## Stretching a network of germanium bonds

A crystal that is squeezed pushes back, and a crystal that is stretched pulls inward. For a small change of size the two responses are equally strong, as in an ideal spring. For a larger change they aren't: the push grows quickly, while the pull weakens and must vanish once the atoms are far apart. How strongly does germanium pull when each edge of its cell is three or four percent too long?

The crystal here is hexagonal-diamond germanium, a bulk solid that repeats in all three directions. Every atom has four neighbours, as in ordinary diamond-type germanium, but the layers are stacked differently. The pressures come from density functional theory with the r2SCAN functional. Two of them are left open.

Hexagonal-diamond germanium, four atoms per cell, computed with Ansatz 0.2.0 using density functional theory with the r2SCAN functional and PAW potentials, without spin-orbit coupling. The plane-wave cutoff is 500 eV, the k mesh 12 × 12 × 4 and the Fermi-Dirac smearing width 0.02 eV. Pressure and stresses are positive in compression.

| volume (Å³/atom) | c/a | shortest distance (Å) | pressure (GPa) | stress xx (GPa) | stress zz (GPa) |
| --- | --- | --- | --- | --- | --- |
| 20.182 | 1.6492 | 2.355 | 11.690 | 11.450 | 12.160 |
| 20.819 | 1.6492 | 2.380 | 8.120 | 7.940 | 8.490 |
| 21.143 | 1.6492 | 2.392 | 6.520 | 6.360 | 6.840 |
| 21.470 | 1.6492 | 2.404 | 5.020 | 4.880 | 5.310 |
| 22.134 | 1.6492 | 2.428 | 2.340 | 2.240 | 2.550 |
| 22.811 | 1.6492 | 2.452 | 0.030 | -0.050 | 0.190 |
| 22.898 | 1.6555 | 2.454 | -0.240 | -0.130 | -0.480 |
| 23.502 | 1.6492 | 2.477 | -1.930 | -1.990 | -1.810 |
| 24.207 | 1.6492 | 2.501 | -3.590 | -3.650 | -3.490 |
| 24.926 | 1.6492 | 2.525 | ? | ? | ? |
| 25.659 | 1.6492 | 2.550 | ? | ? | ? |

The volume is given per atom, and c/a is the height of the cell divided by its edge in the basal plane. The shortest distance is the length of the shortest bond. A positive pressure means that the crystal pushes outward and would expand if released. A negative pressure means tension: the crystal would shrink if released. The stresses xx and yy act within the basal plane and zz acts along the c axis; the pressure is the mean of the three.

### What the known cells tell

The pressure falls with every increase in volume and passes through zero close to 22.8 Å³/atom. The fall becomes gentler as the crystal grows. The bulk modulus measures this: it is the drop in pressure divided by the relative increase in volume. It is about 115 GPa between the two most compressed cells, 71 GPa across zero pressure and only 56 GPa between 23.502 and 24.207 Å³/atom.

For practical use this means that one percent on every edge, which is three percent in volume, costs about 2 GPa near zero pressure. The same one percent costs clearly more in the compressed crystal and less in the stretched one. A straight line drawn through zero pressure would therefore exaggerate the tension in the open rows.

One row has a different shape. At 22.898 Å³/atom the cell was lengthened along c alone, so its c/a is larger than that of the others. The crystal then pulls hardest along c, and zz lies below xx, whereas zz lies above xx in all the other known rows. This row is left out of the fit below, which describes a crystal that keeps its shape as it grows.

### Why the pull weakens

Two tendencies balance in a bond. Electrons shared between neighbouring atoms lower the energy and draw the atoms together. When the atoms come too close, their electron clouds overlap strongly, and the Pauli principle forces electrons into states of higher kinetic energy. This repulsion rises more steeply than the attraction, so compression makes the crystal stiffer.

Under tension the repulsion fades first, and the attraction is left to hold the crystal together. The attraction also fades, because it rests on the overlap of orbitals whose tails die off roughly exponentially with distance. At very large separation there is no force at all. Between the unstrained crystal and that limit the pull must rise, reach a greatest value and decline.

A simple binding curve contains both limits. Let L be the edge of the cell, L₀ its value at zero pressure, and a the excess length L − L₀ measured in units of the decay length of the bonding. The energy is then

E = −E₀ (1 + a) exp(−a),

where E₀ is the depth of the curve. Its slope is proportional to a · exp(−a): a spring force for small a, damped by an exponential for large a. Pressure is the negative slope of the energy with respect to volume, and volume grows as L³, so a factor 1/L² enters. With x = L/L₀ the result is the Vinet equation,

P = 3K₀ · (1 − x)/x² · exp[k(1 − x)].

Here K₀ is the bulk modulus at zero pressure, and k tells how fast the bonding fades when the edge grows.

### The forecast

A least-squares fit to the eight known cells of equal shape gives a volume of 22.82 Å³/atom at zero pressure, 3K₀ of about 212 GPa and k of about 5.8. The three constants were adjusted together, so k shouldn't be read as a separate measurement of the attraction. That the curve fits well doesn't prove the picture of the bond either, since other smooth curves would also follow so short a range.

The estimate for 24.926 Å³/atom can be done by hand, and this row was not part of the fit. The cube root of 24.926/22.82 gives x ≈ 1.03, so the edge is three percent too long. A plain spring would give 212 × (−0.03), or about −6.4 GPa. Division by x² reduces this to about −6.0 GPa, and the exponential, which is about 0.84, brings it to −5.0 GPa. Together the two factors remove roughly a fifth of the pull that a plain spring would have, and most of this is due to the exponential, the fading of the bonding.

How far can such an extrapolation be trusted? A test is to fit the same law only to the compressed cells and the nearly stress-free one, and then to ask it for the two stretched cells already known. It gives too much tension in both, by 0.02 GPa in the first and 0.05 GPa in the second. The error bars below are wider than that, and they are a judgement, not a statistical confidence limit.

There is also a physical reason for caution. In the same calculations the gap between filled and empty bands closes near 23.5 Å³/atom, and at 24.207 Å³/atom the bands cross. The occupations show that two formerly empty levels at the centre of the Brillouin zone have by then sunk below the old top of the filled bands and taken over most of its electrons. Both levels sink faster than that top as the crystal expands, one of them much faster, and this slightly relieves the tension. The change is almost confined to one of the 576 sampled points, yet a rough estimate from the occupations puts the shift at nearly 0.07 GPa, most of it from the faster level. The volume at which the gap closes is itself unreliable, because functionals of this kind tend to underestimate gaps and spin-orbit coupling was left out.

The forecasts are these:

- Both open pressures are more negative than the one at 24.207 Å³/atom, and the second is the more negative.
- Each further percent of edge length adds less tension than the one before, and the greatest tension is not yet reached.
- The pressure is −5.01 ± 0.08 GPa at 24.926 Å³/atom and −6.19 ± 0.20 GPa at 25.659 Å³/atom.
- The stress zz stays above xx, by 0 to 0.25 GPa in both cells. This is a looser guess from the trend, because small forces left on the atoms can disturb so small a difference.

### The computed values

The withheld rows as computed:

| volume (Å³/atom) | c/a | shortest distance (Å) | pressure (GPa) | stress xx (GPa) | stress zz (GPa) |
| --- | --- | --- | --- | --- | --- |
| 24.926 | 1.6492 | 2.525 | -5.040 | -5.070 | -4.980 |
| 25.659 | 1.6492 | 2.550 | -6.260 | -6.280 | -6.220 |

Both pressures lie within their error bars. The fit gives too little tension in each case, by 0.03 GPa in the first cell and 0.07 GPa in the second, which is about one percent of the computed pressure or less. The order of the two values is also as forecast.

The softening continues. The last known step, from 23.502 to 24.207 Å³/atom, lowered the pressure by 1.66 GPa. The next two steps lower it by 1.45 and 1.22 GPa. The tension is still growing at the end of the table, so the greatest pull lies farther out, and these data don't locate it.

The stresses also keep their order. The excess of zz over xx was 0.71 GPa in the most compressed cell and 0.16 GPa at 24.207 Å³/atom; it is now 0.09 and then 0.06 GPa. When all edges grow in the same proportion, the stress along c thus falls a little faster than the stress in the plane. The crystal is slightly stiffer along c under this kind of strain. The excess doesn't vanish at zero pressure, though: it is 0.24 GPa at 22.811 Å³/atom, and it turns to −0.35 GPa in the cell lengthened along c. The c/a of 1.6492 is thus a little too small for an even pressure there, which would need a value between 1.6492 and 1.6555.

### What the small misses mean

The two misses have the same sign, and the test fit helps to read them. That fit had seen no stretched cell at all, yet at 25.659 Å³/atom it comes much closer to the computed pressure than the full fit does; at 24.926 Å³/atom the two miss by similar amounts in opposite directions. It rests on pressures rounded to 0.01 GPa, and this far from its rows the rounding alone is expected to move it by one or two hundredths of a GPa. It was worse at 24.207 Å³/atom, although that cell lies nearer to the rows on which it was based.

An extrapolation that fails because its formula is wrong usually gets worse with distance. Here the disagreement grows and then shrinks again. The cells at 23.502 and 24.207 Å³/atom pull slightly less than the smooth curve through the compressed cells would have them do. Because the full fit had to follow these two cells, it was bent towards too little tension farther out.

The cell at 24.926 Å³/atom also pulls less than that curve, by a few hundredths of a GPa. The likely cause is the crossing of the bands. It begins at 23.502 Å³/atom, where the deviation begins too, and the relief estimated above is large enough for the largest deviation of 0.05 GPa. Its size, however, depends on the mesh. The levels change places at the centre of the zone, while the neighbouring sampled points still have nearly full and nearly empty bands. One point thus stands for a region of which only a part is likely to take part in the crossing. With a finer mesh the relief is expected to be smaller and to come more gradually. The forces left on the atoms at 24.207 Å³/atom, the largest among the known rows, may contribute a little.

Once the levels have crossed, the relief should persist. That the disagreement nevertheless shrinks in the last two cells suggests that the curve itself errs there in the opposite direction. Other common equations of state fitted to the same compressed cells are expected to stray by as much or more, in either direction, so the shape of the disagreement belongs partly to the formula. The close agreement of the last cell with the test fit is then probably a cancellation of two errors, not a proof of the formula. In that last cell the filled and empty bands also overlap slightly, so the calculation treats a metal, for which this mesh may be coarse. A calculation with a finer mesh would test this, but none is available here.

For a similar network of bonds the same reasoning needs two quantities: the bulk modulus at zero pressure and the rate at which it changes with pressure. In this crystal, near zero pressure, it drops by about five GPa for each GPa by which the pressure falls. This rate, written K₀′, sets the constant in the exponential: k = 3/2 · (K₀′ − 1). Someone who knows both quantities can start from the plain spring and reduce the pull for a stretched crystal, or increase the push for a compressed one. This holds only as long as the network survives. Ordinary diamond-type germanium is known from experiment to give up its fourfold coordination at roughly 10 GPa, whereas the most compressed cell in the table keeps it because the calculation started from that structure and only relaxed it.
